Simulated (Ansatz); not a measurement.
# ScAl3: a trial structure relaxed

Aim: relax a trial structure of ScAl3 and see where it ends.

Program: Ansatz 0.2.0. Level of theory: DFT PBE, scalar-relativistic, plane waves, PAW. These are calculated values, not measurements.

## 1. Starting point

Symmetry: P-6m2, No. 187, hexagonal system. The conventional cell has a = 2.831 Å, b = 2.831 Å, c = 9.414 Å, α = 90.00°, β = 90.00°, γ = 120.00°. Sc (site symmetry -6m2) is surrounded by 6 Sc at 2.83 Å and 6 Al at 2.87 Å. Around Al (site symmetry 3m) lie 9 Al at 2.83 to 2.87 Å and 3 Sc at 2.87 Å. Al (site symmetry -6m2) is surrounded by 12 Al at 2.83 to 2.87 Å.

Structure file:

```cif
data_structure
_symmetry_space_group_name_H-M 'P 1'
_symmetry_Int_Tables_number 1
_cell_length_a 2.8305
_cell_length_b 2.8305
_cell_length_c 9.4136
_cell_angle_alpha 90.000
_cell_angle_beta 90.000
_cell_angle_gamma 120.000
_cell_volume 65.32
loop_
_atom_site_label
_atom_site_type_symbol
_atom_site_fract_x
_atom_site_fract_y
_atom_site_fract_z
_atom_site_occupancy
Sc1 Sc 0.33333 0.66667 0.50000 1
Al1 Al 0.66667 0.33333 0.25000 1
Al2 Al 0.66667 0.33333 0.75000 1
Al3 Al 0.33333 0.66667 0.00000 1
```

The start is an ordering of an alloy on its end members' structure types: elements ordered on the sites of the Pd type, Al/Sc on Pd (P-6m2, No. 187).

## 2. A first look at the guess

The input, input.yaml:

```yaml
crystal:
  lattice:
    - [2.83050602, 0.0, 0.0]
    - [-1.41525301, 2.45129012, 0.0]
    - [0.0, 0.0, 9.41356759]
  atoms:
    - { symbol: Sc, position: [0.33333333, 0.66666667, 0.5] }
    - { symbol: Al, position: [0.66666667, 0.33333333, 0.25] }
    - { symbol: Al, position: [0.66666667, 0.33333333, 0.75] }
    - { symbol: Al, position: [0.33333333, 0.66666667, 0.0] }
basis:
  ecutwfc: 420
kpoints:
  mp_grid: { grid: [6, 6, 2] }
hamiltonian:
  xc: pbe
scf:
  occupations: { method: gaussian, width: 0.1 }
  lower_state_search: "off"
output:
  forces: true
  stress: true
  eigenvalues: true
```

Launch:

```sh
$ ansatz run input.yaml --threads 1 --pin off --max-ram 2560MiB --backend cpu --events-out ev --progress --plain --runs-dir out
```

The session goes on with these runs: rough relaxation on the coarse mesh; spin check on a coarse mesh; relaxation on the finer mesh.

Q: Predict the outcome of this session. Wanted: conventional cell; volume; energy over the elements; gap on the mesh.

As calculated:

| quantity | value |
| --- | --- |
| symmetry at the end (tolerance 0.05 Å) | space group P-6m2 (No. 187) |
| conventional cell | a = 3.048 Å, b = 3.048 Å, c = 9.207 Å, α = 90.00°, β = 90.00°, γ = 120.00° |
| volume | 18.53 Å³/atom |
| energy over the elements | -0.08 eV/atom |
| gap on the mesh | none (metal) |

In words: The space group P-6m2 (No. 187) is kept, and the volume per atom grows by 13.5 % from the first guess. A negative formation energy is needed for stability but isn't enough; other structures and compounds were not set against it here. No finished test with a distortion of lower symmetry is shown, so the end may be a saddle point. Other magnetic orders were not searched.
